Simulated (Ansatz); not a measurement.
**Ga: which structure wins at one pressure**

Aim: bring Ga in several structures (bcc, hcp, diamond, sc, beta tin) to one pressure and rank them by enthalpy. The pressure is set by scaling the first phase. Methods of the runs shown: LAPW. Companion runs by PAW are cited.

Program: Ansatz 0.2.0. Level of theory: DFT, PBE, all-electron LAPW, scalar-relativistic. These are calculated values, not measurements.

## Step 1: The system as given

The structure is cubic, space group Im-3m (No. 229). Conventional cell: a = 2.529 Å, b = 2.529 Å, c = 2.529 Å, α = 90.00°, β = 90.00°, γ = 90.00°. Ga (site symmetry m-3m) has 8 Ga at 2.19 Å as nearest neighbours.

Structure file:

```
Ga
1.0
    -1.26460    1.26460    1.26460
     1.26460   -1.26460    1.26460
     1.26460    1.26460   -1.26460
Ga
1
Direct
  0.00000 0.00000 0.00000
```

## Step 2: Bcc relaxed under pressure, LAPW

The input, input.yaml:

```yaml
crystal:
  lattice:
    - [-1.2645968566, 1.2645968566, 1.2645968566]
    - [1.2645968566, -1.2645968566, 1.2645968566]
    - [1.2645968566, 1.2645968566, -1.2645968566]
  atoms:
    - { symbol: Ga, position: [0.0, 0.0, 0.0] }
kpoints:
  mp_grid: { grid: [21, 21, 21] }
scf:
  occupations: { method: fermi_dirac, width: 0.05 }
hamiltonian:
  xc: pbe
  pseudopotentials: { kind: all_electron, lapw: { basis_error: 0.0005 } }
output:
  forces: true
  stress: true
  eigenvalues: true
relax:
  f_tol: 0.005
  max_steps: 12
  cell: { p_target: 330.0, stress_tol: 0.165 }
```

Command:

```
$ ansatz run input.yaml --threads 1 --pin off --max-ram 3584MiB --backend cpu --events-out ev --progress --plain --runs-dir out
```

What it wrote (excerpt; [...] marks lines left out):

```text
[...]
LAPW: plane waves up to 11.297 Å⁻¹, error target 5.0e-4 eV per atom; small_component_spin mean_spin; Ga in spheres of 1.062 Å, 21 of its electrons in bands, Dirac shells []
[...]
Pseudopotentials: kind: all_electron
Pseudopotential: Ga, LAPW, valence charge 21, Koelling and Harmon's equation, gaussian nucleus
Functional definition: PBE
[...]
Crystal: 1 atoms, lattice volume = 8.089 Å³
Basis set: ecut = 486.25374649440107 eV, 201 PW (Γ), exchange–correlation at level 2
Bands: 15, of which v1, the nominal top of the filled ones, is band 11 counted from 1 (10 counted from 0)
Symmetry: 48 space group operations
Space group: Im-3m (ITA 229), of the structure as read, at distance tolerance 2.0e-5 Å
k-points: 286 of 9261
[...]
SCF iter   1: F=—  HF=-52894.953210 eV  |F-HF|=—  |Δ(HF+E_count)|=         —  Δρ=3.74e-2  dr2=4.60e-2  ethr=2.18e-4  ⟨swp⟩=3.0  Hψ=29163  notcnv=0
[...]
relax step   1: F+E_penalty+E_count = -52894.76369354 eV  Δ(F+E_penalty+E_count) = +0.000e0 eV  max|allowed force component| = 0.000e0 eV/Å  Δτ_max = 0.0000 Å  P = +330.189 GPa  Ω = 8.089 Å³  (6 SCF iters, accepted)
[...]
relax step   2: F+E_penalty+E_count = -52894.76684063 eV  Δ(F+E_penalty+E_count) = -3.147e-3 eV  max|allowed force component| = 0.000e0 eV/Å  Δτ_max = 0.0000 Å  P = +329.970 GPa  Ω = 8.091 Å³  (2 SCF iters, accepted)
[...]
relax step   3: F+E_penalty+E_count = -52894.76684063 eV  Δ(F+E_penalty+E_count) = +3.492e-10 eV  max|allowed force component| = 0.000e0 eV/Å  Δτ_max = 0.0000 Å  P = +329.970 GPa  Ω = 8.091 Å³  stress off target by 3.02e-2 GPa  SCF on the basis re-selected at this cell (its energy is not [...]
SCF converged after 2 iterations
Free energy (F): -52894.766841 eV
[...]
E sigma→0 (E₀):  -52894.765844 eV
Entropy (-TS):   -0.001993 eV (-1.993 meV/atom)
Fermi energy:    32.689923 eV
[...]
--- Forces (eV/Å), atoms counted from 1 ---
  atom   1  Ga     0.00000000    -0.00000000    -0.00000000
[...]
--- Stress (GPa, compression-positive) ---
      329.969770       0.000000      -0.000000
        0.000000     329.969770       0.000000
       -0.000000       0.000000     329.969770
  P = ⅓ Tr σ = 329.9698 GPa (3299.698 kbar)
--- Band table (eV; the first three rows and the last of 286) ---
  k-point 0: bands = ["-113.6912", "-64.3446", "-64.3446", "-64.3446", "11.6122", "14.3834", "14.3834", "14.3834", "15.4908", "15.4908", "55.4186", "55.4186", "55.4186", "60.0566", "60.0566"]
[...]
--- Relaxed structure (2 steps of the walk, 2 accepted, 1 SCFs on fresh bases) ---
  F+E_penalty+E_count = -52894.76684063 eV   max|allowed force component| = 0.000e0 eV/Å   (the final SCF, on the basis selected at the relaxed cell)
  cell:  # Å, volume = 8.0909 Å³
    - [-1.264676452411003, 1.264676452411003, 1.264676452411003]
    - [1.264676452411003, -1.264676452411003, 1.264676452411003]
    - [1.264676452411003, 1.264676452411003, -1.264676452411003]
  atoms:
    - { symbol: Ga, position: [0.0, 0.0, 0.0] }
```

It took 23 s on 1 thread of Intel Xeon 6975P-C (Granite Rapids), shared host; peak memory 0.53 GiB.

Step by step:

```
step  energy from step 1 (eV/cell)  largest force component (eV/Å)  pressure (GPa)  volume (Å³)
   1                        0.0000                          0.0000          330.19         8.09
   2                       -0.0031                          0.0000          329.97         8.09
   3                       -0.0031                          0.0000          329.97         8.09
```

Step 1 is the start. Step 3 repeats the geometry before on a plane-wave basis chosen anew for that cell, so the energy can jump there without any move; the table keeps such jumps.

| input's cell | before | after | change |
| --- | --- | --- | --- |
| a (Å) | 2.190 | 2.190 | +0.0 % |
| b (Å) | 2.190 | 2.190 | +0.0 % |
| c (Å) | 2.190 | 2.190 | +0.0 % |
| volume (Å³/atom) | 8.09 | 8.09 | +0.0 % |

In short: pressure 329.97 GPa; no gap.

## Step 3: Hcp relaxed under pressure, LAPW

The input, input.yaml:

```yaml
crystal:
  lattice:
    - [2.2330483245, 0.0, 0.0]
    - [-1.1165241623, 1.9338765769, 0.0]
    - [0.0, 0.0, 3.7312025506]
  atoms:
    - { symbol: Ga, position: [0.3333333333, 0.6666666667, 0.25] }
    - { symbol: Ga, position: [0.6666666667, 0.3333333333, 0.75] }
kpoints:
  mp_grid: { grid: [19, 19, 11] }
scf:
  occupations: { method: fermi_dirac, width: 0.05 }
hamiltonian:
  xc: pbe
  pseudopotentials: { kind: all_electron, lapw: { basis_error: 0.0005 } }
output:
  forces: true
  stress: true
  eigenvalues: true
relax:
  f_tol: 0.005
  max_steps: 12
  cell: { p_target: 330.0, stress_tol: 0.165 }
```

Command:

```
$ ansatz run input.yaml --threads 1 --pin off --max-ram 3584MiB --backend cpu --events-out ev --progress --plain --runs-dir out
```

What it wrote (excerpt; [...] marks lines left out):

```text
[...]
LAPW: plane waves up to 11.045 Å⁻¹, error target 5.0e-4 eV per atom; small_component_spin mean_spin; Ga in spheres of 1.083 Å, 21 of its electrons in bands, Dirac shells []
[...]
[... 3 set-up lines as earlier in the session ...]
[...]
Crystal: 2 atoms, lattice volume = 16.113 Å³
Basis set: ecut = 464.7641219537578 eV, 373 PW (Γ), exchange–correlation at level 2
Bands: 26, of which v1, the nominal top of the filled ones, is band 21 counted from 1 (20 counted from 0)
Symmetry: 24 space group operations
Space group: P63/mmc (ITA 194), of the structure as read, at distance tolerance 2.5e-5 Å
k-points: 240 of 3971
[...]
SCF iter   1: F=—  HF=-105790.076133 eV  |F-HF|=—  |Δ(HF+E_count)|=         —  Δρ=3.58e-2  dr2=7.32e-2  ethr=1.74e-4  ⟨swp⟩=3.0  Hψ=41800  notcnv=0
[...]
  atom   1  Ga    -0.00000000     0.00000000     0.00000000
  atom   2  Ga     0.00000000    -0.00000000     0.00000000
[...]
--- Stress (GPa, compression-positive) ---
      329.937126       0.000000       0.000000
        0.000000     329.937126       0.000000
        0.000000       0.000000     330.096006
  P = ⅓ Tr σ = 329.9901 GPa (3299.901 kbar)
--- Band table (eV; the first three rows and the last of 240) ---
[... band rows left out ...]
[...]
--- Relaxed structure (2 steps of the walk, 2 accepted, 1 SCFs on fresh bases) ---
  F+E_penalty+E_count = -105789.68949636 eV   max|allowed force component| = 1.908e-17 eV/Å   (the final SCF, on the basis selected at the relaxed cell)
  cell:  # Å, volume = 16.1144 Å³
    - [2.2330381710042633, 2.8867394825508775e-11, 0.0]
    - [-1.1165190855271316, 1.9338677836955975, 0.0]
    - [0.0, 0.0, 3.731562866370653]
  atoms:
    - { symbol: Ga, position: [0.3333333333333333, 0.6666666666666665, 0.24999999999999994] }
    - { symbol: Ga, position: [0.6666666666666666, 0.3333333333333333, 0.7499999999999999] }
```

It took 58 s on 1 thread of Intel Xeon 6975P-C (Granite Rapids), shared host; peak memory 0.81 GiB.

The steps of the relaxation:

```csv
step,energy from step 1 (eV/cell),largest force component (eV/Å),pressure (GPa),volume (Å³)
1,0.0000,0.0000,330.09,16.11
2,-0.0029,0.0000,329.99,16.11
3,-0.0029,0.0000,329.99,16.11
```

Step 1 is the start. Step 3 repeats the geometry before on a plane-wave basis chosen anew for that cell, so the energy can jump there without any move; the table keeps such jumps.

| input's cell | before | after | change |
| --- | --- | --- | --- |
| a (Å) | 2.233 | 2.233 | -0.0 % |
| b (Å) | 2.233 | 2.233 | -0.0 % |
| c (Å) | 3.731 | 3.732 | +0.0 % |
| volume (Å³/atom) | 8.06 | 8.06 | +0.0 % |

Result: pressure 329.99 GPa; no gap.

## Step 4: Diamond relaxed under pressure, LAPW

The input, input.yaml:

```yaml
crystal:
  lattice:
    - [0.0, 2.1230919068, 2.1230919068]
    - [2.1230919068, 0.0, 2.1230919068]
    - [2.1230919068, 2.1230919068, 0.0]
  atoms:
    - { symbol: Ga, position: [-0.125, -0.125, -0.125] }
    - { symbol: Ga, position: [0.125, 0.125, 0.125] }
kpoints:
  mp_grid: { grid: [15, 15, 15] }
scf:
  occupations: { method: fermi_dirac, width: 0.05 }
hamiltonian:
  xc: pbe
  pseudopotentials: { kind: all_electron, lapw: { basis_error: 0.0005 } }
output:
  forces: true
  stress: true
  eigenvalues: true
relax:
  f_tol: 0.005
  max_steps: 12
  cell: { p_target: 330.0, stress_tol: 0.165 }
```

Command:

```
$ ansatz run input.yaml --threads 1 --pin off --max-ram 3584MiB --backend cpu --events-out ev --progress --plain --runs-dir out
```

What it wrote:

```text
The last accepted step is kept in <dir> (removed where the run ends without a failure and the disk answers)
LAPW: plane waves up to 13.799 Å⁻¹, error target 5.0e-4 eV per atom; small_component_spin mean_spin; Ga in spheres of 0.892 Å, 21 of its electrons in bands, Dirac shells []
Engine: ansatz 0.2.0
[... 3 set-up lines as earlier in the session ...]
  parameter kappa = 0.804
  parameter beta = 0.06672455060314922
  exchange = pbe_x(kappa = kappa, mu = beta*pi^2/3)
  correlation = pbe_c(beta = beta)
Crystal: 2 atoms, lattice volume = 19.140 Å³
Basis set: ecut = 725.4432858548845 eV, 869 PW (Γ), exchange–correlation at level 2
Bands: 26, of which v1, the nominal top of the filled ones, is band 21 counted from 1 (20 counted from 0)
[... 1 set-up line as earlier in the session ...]
Space group: Fd-3m (ITA 227), of the structure as read, at distance tolerance 2.7e-5 Å
k-points: 120 of 3375
Non-local potential: Ga, projectors of the file, none
Initial density: superposition of atomic densities (chi_scale 0.1, normalization cell)
Initial wavefunctions: plane waves of lowest kinetic energy (no species holds an atomic orbital)
Functional: x = pbe(κ = 0.804, μ = 0.2195149727645171), c = pbe(β = 0.06672455060314922)
iter 1 solved again at ethr=3.59e-4 eV; its pass at ethr=1.00e-1 eV (dr2=1.51e-1 eV) is discarded
SCF iter   1: F=—  HF=-105785.989281 eV  |F-HF|=—  |Δ(HF+E_count)|=         —  Δρ=5.06e-2  dr2=1.51e-1  ethr=3.59e-4  ⟨swp⟩=2.5  Hψ=20281  notcnv=0
preconditioner: auto → Kerker (q_TF=auto, 3.110 Å⁻¹)  [metal: Δε(μ)=0.056 eV  Ē_g=24.210 eV  σ=0.050 eV  W_gap=0.27  n_scr=14 (ndim 8)  ℏωp=43.3 eV  f_vac=0.000  D(μ)=0.57/eV (n_scr^D=0)]
SCF iter   2: F=—  HF=-105785.759126 eV  |F-HF|=—  |Δ(HF+E_count)|=   2.30e-1  Δρ=2.33e-2  dr2=5.44e-2  ethr=3.59e-4  ⟨swp⟩=3.0  Hψ=9826  notcnv=0
SCF iter   3: F=—  HF=-105785.712190 eV  |F-HF|=—  |Δ(HF+E_count)|=   4.69e-2  Δρ=1.94e-2  dr2=3.21e-2  ethr=1.30e-4  ⟨swp⟩=2.0  Hψ=9109  notcnv=0
SCF iter   4: F=—  HF=-105785.712511 eV  |F-HF|=—  |Δ(HF+E_count)|=   3.21e-4  Δρ=5.92e-3  dr2=4.90e-3  ethr=7.64e-5  ⟨swp⟩=2.0  Hψ=8515  notcnv=0
iter 5 solved again at ethr=3.36e-7 eV; its pass at ethr=1.17e-5 eV (dr2=1.41e-4 eV) is discarded
SCF iter   5: F=—  HF=-105785.712628 eV  |F-HF|=—  |Δ(HF+E_count)|=   1.17e-4  Δρ=8.62e-4  dr2=1.41e-4  ethr=3.36e-7  ⟨swp⟩=2.0  Hψ=14973  notcnv=0
SCF iter   6: F=—  HF=-105785.712612 eV  |F-HF|=—  |Δ(HF+E_count)|=   1.68e-5  Δρ=1.89e-4  dr2=5.74e-6  ethr=3.35e-7  ⟨swp⟩=2.7  Hψ=8670  notcnv=0
SCF iter   7: F=—  HF=-105785.712612 eV  |F-HF|=—  |Δ(HF+E_count)|=   9.80e-7  Δρ=3.59e-5  dr2=2.06e-7  ethr=1.37e-8  ⟨swp⟩=2.3  Hψ=8562  notcnv=0
SCF iter   8: F=-105785.712612 eV  HF=-105785.712612 eV  |F-HF|=9.72e-9  |Δ(HF+E_count)|=   1.45e-7  Δρ=5.25e-6  dr2=2.23e-9  ethr=4.91e-10  ⟨swp⟩=2.5  Hψ=8590  notcnv=0
SCF 1 converged in 8 iterations: F = -105785.712612 eV  dr2 = 2.23e-9
relax step   1: F+E_penalty+E_count = -105785.71261234 eV  Δ(F+E_penalty+E_count) = +0.000e0 eV  max|allowed force component| = 4.626e-18 eV/Å  Δτ_max = 0.0000 Å  P = +331.708 GPa  Ω = 19.140 Å³  (8 SCF iters, accepted)
Crystal: 2 atoms, lattice volume = 19.201 Å³
Basis set: ecut = 723.9003027136226 eV, 869 PW (Γ), exchange–correlation at level 2
Initial density: handed on by an earlier stage of this run
Initial wavefunctions: those handed on with the density
iter 1 solved again at ethr=1.41e-8 eV; its pass at ethr=1.00e-1 eV (dr2=5.94e-6 eV) is discarded
SCF iter   1: F=—  HF=-105785.838720 eV  |F-HF|=—  |Δ(HF+E_count)|=         —  Δρ=1.57e-4  dr2=4.14e-6  ethr=1.41e-8  ⟨swp⟩=4.2  Hψ=16967  notcnv=0
preconditioner: auto → Kerker (q_TF=auto, 3.108 Å⁻¹)  [metal: Δε(μ)=0.016 eV  Ē_g=24.904 eV  σ=0.050 eV  W_gap=0.08  n_scr=14 (ndim 8)  ℏωp=43.2 eV  f_vac=0.000  D(μ)=0.65/eV (n_scr^D=0)]
SCF iter   2: F=—  HF=-105785.838719 eV  |F-HF|=—  |Δ(HF+E_count)|=   9.73e-7  Δρ=1.05e-4  dr2=2.02e-6  ethr=9.85e-9  ⟨swp⟩=2.0  Hψ=8514  notcnv=0
iter 3 solved again at ethr=2.23e-10 eV; its pass at ethr=4.82e-9 eV (dr2=9.38e-8 eV) is discarded
SCF iter   3: F=—  HF=-105785.838718 eV  |F-HF|=—  |Δ(HF+E_count)|=   6.89e-7  Δρ=2.03e-5  dr2=9.30e-8  ethr=2.23e-10  ⟨swp⟩=2.0  Hψ=14907  notcnv=0
SCF iter   4: F=—  HF=-105785.838718 eV  |F-HF|=—  |Δ(HF+E_count)|=   2.93e-8  Δρ=1.78e-5  dr2=7.34e-8  ethr=2.21e-10  ⟨swp⟩=2.0  Hψ=8517  notcnv=0
SCF iter   5: F=-105785.838718 eV  HF=-105785.838718 eV  |F-HF|=1.08e-9  |Δ(HF+E_count)|=   9.17e-8  Δρ=4.21e-6  dr2=1.97e-9  ethr=1.75e-10  ⟨swp⟩=2.2  Hψ=8541  notcnv=0
SCF 2 converged in 5 iterations: F = -105785.838718 eV  dr2 = 1.97e-9
relax step   2: F+E_penalty+E_count = -105785.83871810 eV  Δ(F+E_penalty+E_count) = -1.261e-1 eV  max|allowed force component| = 6.361e-17 eV/Å  Δτ_max = 0.0000 Å  P = +328.284 GPa  Ω = 19.201 Å³  (5 SCF iters, rejected (line search))
Crystal: 2 atoms, lattice volume = 19.170 Å³
Basis set: ecut = 724.6739234269714 eV, 869 PW (Γ), exchange–correlation at level 2
iter 1 solved again at ethr=3.50e-9 eV; its pass at ethr=1.00e-1 eV (dr2=1.47e-6 eV) is discarded
SCF iter   1: F=—  HF=-105785.775571 eV  |F-HF|=—  |Δ(HF+E_count)|=         —  Δρ=7.92e-5  dr2=1.02e-6  ethr=3.50e-9  ⟨swp⟩=4.2  Hψ=16966  notcnv=0
preconditioner: auto → Kerker (q_TF=auto, 3.109 Å⁻¹)  [metal: Δε(μ)=0.016 eV  Ē_g=24.921 eV  σ=0.050 eV  W_gap=0.08  n_scr=14 (ndim 8)  ℏωp=43.2 eV  f_vac=0.000  D(μ)=0.64/eV (n_scr^D=0)]
SCF iter   2: F=—  HF=-105785.775571 eV  |F-HF|=—  |Δ(HF+E_count)|=   2.83e-7  Δρ=5.23e-5  dr2=4.81e-7  ethr=2.42e-9  ⟨swp⟩=2.0  Hψ=8514  notcnv=0
iter 3 solved again at ethr=7.27e-11 eV; its pass at ethr=1.14e-9 eV (dr2=3.05e-8 eV) is discarded
SCF iter   3: F=-105785.775571 eV  HF=-105785.775571 eV  |F-HF|=1.03e-8  |Δ(HF+E_count)|=   1.64e-7  Δρ=1.15e-5  dr2=3.03e-8  ethr=7.27e-11  ⟨swp⟩=2.0  Hψ=14877  notcnv=0
SCF 3 converged in 3 iterations: F = -105785.775571 eV  dr2 = 3.03e-8
relax step   3: F+E_penalty+E_count = -105785.77557087 eV  Δ(F+E_penalty+E_count) = -6.296e-2 eV  max|allowed force component| = 6.014e-17 eV/Å  Δτ_max = 0.0000 Å  P = +329.998 GPa  Ω = 19.170 Å³  (3 SCF iters, accepted)
iter 1 solved again at ethr=5.76e-11 eV; its pass at ethr=1.00e-1 eV (dr2=2.42e-8 eV) is discarded
SCF iter   1: F=—  HF=-105785.775571 eV  |F-HF|=—  |Δ(HF+E_count)|=         —  Δρ=1.03e-5  dr2=2.41e-8  ethr=5.76e-11  ⟨swp⟩=2.8  Hψ=13213  notcnv=0
preconditioner: auto → Kerker (q_TF=auto, 3.109 Å⁻¹)  [metal: Δε(μ)=0.016 eV  Ē_g=24.922 eV  σ=0.050 eV  W_gap=0.08  n_scr=14 (ndim 8)  ℏωp=43.2 eV  f_vac=0.000  D(μ)=0.64/eV (n_scr^D=0)]
SCF iter   2: F=-105785.775571 eV  HF=-105785.775571 eV  |F-HF|=7.86e-9  |Δ(HF+E_count)|=   6.72e-8  Δρ=7.91e-6  dr2=1.49e-8  ethr=5.75e-11  ⟨swp⟩=2.0  Hψ=8514  notcnv=0
SCF 4 converged in 2 iterations: F = -105785.775571 eV  dr2 = 1.49e-8
relax step   4: F+E_penalty+E_count = -105785.77557086 eV  Δ(F+E_penalty+E_count) = +1.061e-8 eV  max|allowed force component| = 4.626e-17 eV/Å  Δτ_max = 0.0000 Å  P = +329.998 GPa  Ω = 19.170 Å³  stress off target by 2.45e-3 GPa  SCF on the basis re-selected at this cell (its energy is not comparable with the rows above)  (2 SCF iters)
basis re-selected at this cell: Δ(F+E_penalty+E_count) = +1.061e-8 eV, ΔP = -0.000 GPa vs the last step (what re-selecting the basis moved, after the strain that the cell walked since its last selection, with what the two solves' SCF thresholds leave and, on support functions, any second-order correction that the steps lacked; it is no measure of the basis error at this ecutwfc). This SCF's stress stands 2.45e-3 GPa from its target on what of the cell is left free (relax.cell.stress_tol is 1.65e-1 GPa) and its largest allowed force component is 4.63e-17 eV/Å (relax.f_tol is 5.00e-3 eV/Å): within both
SCF converged after 2 iterations
Free energy (F): -105785.775571 eV
Harris-Foulkes:  -105785.775571 eV  (|F-HF|=7.86e-9)
Internal energy: -105785.770432 eV  (E = F + TS)
E sigma→0 (E₀):  -105785.773002 eV
Entropy (-TS):   -0.005138 eV (-2.569 meV/atom)
Fermi energy:    25.759517 eV
--- Per-component energies (eV) ---
  E_band       = -1051.342900
  E_kinetic    = 107984.326527
  E_xc         = -4135.135755
  E_electrostatic = -209634.961205  (all electrons and nuclei)
  E_smearing   = -0.005138  (= −TS)
  E_closure    = 0.000000  (closes the sum)
  E_atoms      = -105793.889118  (free atoms, spherical and without spin; not in F)
  Σ components = -105785.775571   (vs F -105785.775571, Δ=0.00e0)
  Basis errors (estimates in eV, not in F): energy 2.0e-4 per atom: plane waves 1.9e-4 (1.1e-4 summed), levels above the bands 3.7e-109, relativity 4.3e-8, radial functions 1.4e-5, core shells 1.8e-7; eigenvalues (radial functions only) 9.3e-8; not estimated: angular momenta, meshes, grids; target (lapw.basis_error) 5.0e-4; muffin-tin radii Ga 0.892 Å
--- Forces (eV/Å), atoms counted from 1 ---
  atom   1  Ga     0.00000000    -0.00000000    -0.00000000
  atom   2  Ga    -0.00000000     0.00000000     0.00000000
  max |Σ_I F_I| component: 3.70e-17 eV/Å
--- Stress (GPa, compression-positive) ---
      329.997551       0.000000      -0.000000
        0.000000     329.997551      -0.000000
       -0.000000      -0.000000     329.997551
  P = ⅓ Tr σ = 329.9976 GPa (3299.976 kbar)
--- Band table (eV; the first three rows and the last of 120) ---
  k-point 0: bands = ["-120.3358", "-120.0940", "-71.1723", "-71.1723", "-71.1723", "-70.7750", "-70.7750", "-70.7750", "7.1120", "7.1120", "7.1120", "7.1423", "7.1423", "8.3424", "9.1215", "9.1215", "9.1215", "9.9212", "9.9212", "33.2287", "33.2287", "33.2287", "34.1397", "34.1397", "34.1397", "39.4991"]
  k-point 1: bands = ["-120.3338", "-120.0960", "-71.1741", "-71.1741", "-71.1715", "-70.7761", "-70.7732", "-70.7732", "7.0198", "7.0198", "7.1168", "7.2509", "7.2509", "8.4356", "9.1130", "9.1130", "9.1299", "9.9247", "9.9247", "31.0960", "32.4898", "32.4898", "34.9695", "34.9695", "35.4623", "39.5268"]
  k-point 2: bands = ["-120.3281", "-120.1018", "-71.1792", "-71.1792", "-71.1691", "-70.7791", "-70.7683", "-70.7683", "6.9421", "6.9421", "7.1271", "7.3717", "7.3717", "8.6389", "9.0950", "9.0950", "9.2384", "9.9321", "9.9321", "28.3816", "31.5581", "31.5581", "35.9983", "36.0569", "36.0569", "39.1999"]
  k-point 119: bands = ["-120.2235", "-120.2066", "-71.2523", "-71.2461", "-70.9949", "-70.9554", "-70.7030", "-70.6974", "6.6138", "6.6579", "7.6202", "7.8180", "8.1608", "8.3470", "8.6075", "8.7952", "10.1675", "10.2005", "18.2277", "19.0429", "20.2933", "21.6901", "35.4191", "37.0549", "39.3163", "39.6267"]
--- Relaxed structure (3 steps of the walk, 2 accepted, 1 SCFs on fresh bases) ---
  F+E_penalty+E_count = -105785.77557086 eV   max|allowed force component| = 4.626e-17 eV/Å   (the final SCF, on the basis selected at the relaxed cell)
  cell:  # Å, volume = 19.1702 Å³
    - [2.038148813158236e-34, 2.12421861619463, 2.12421861619463]
    - [2.12421861619463, -4.076297626316472e-34, 2.12421861619463]
    - [2.12421861619463, 2.12421861619463, -2.038148813158236e-34]
  atoms:
    - { symbol: Ga, position: [-0.125, -0.125, -0.125] }
    - { symbol: Ga, position: [0.125, 0.125, 0.125] }
```

Wall time 62 s (1 thread of Intel Xeon 6975P-C (Granite Rapids), shared host); peak memory 0.73 GiB.

The steps of the relaxation:

```
step  energy from step 1 (eV/cell)  largest force component (eV/Å)  pressure (GPa)  volume (Å³)
   1                        0.0000                          0.0000          331.71        19.14
  2x                       -0.1261                          0.0000          328.28        19.20
   3                       -0.0630                          0.0000          330.00        19.17
   4                       -0.0630                          0.0000          330.00        19.17
```

Step 1 is the start. Step 4 repeats the geometry before on a plane-wave basis chosen anew for that cell, so the energy can jump there without any move; the table keeps such jumps. 1 step was tried and not accepted (marked x).

| input's cell | before | after | change |
| --- | --- | --- | --- |
| a (Å) | 3.003 | 3.004 | +0.1 % |
| b (Å) | 3.003 | 3.004 | +0.1 % |
| c (Å) | 3.003 | 3.004 | +0.1 % |
| volume (Å³/atom) | 9.57 | 9.59 | +0.2 % |

Read from it: pressure 330.00 GPa; no gap.

(Part 1 of 2 ends here.)
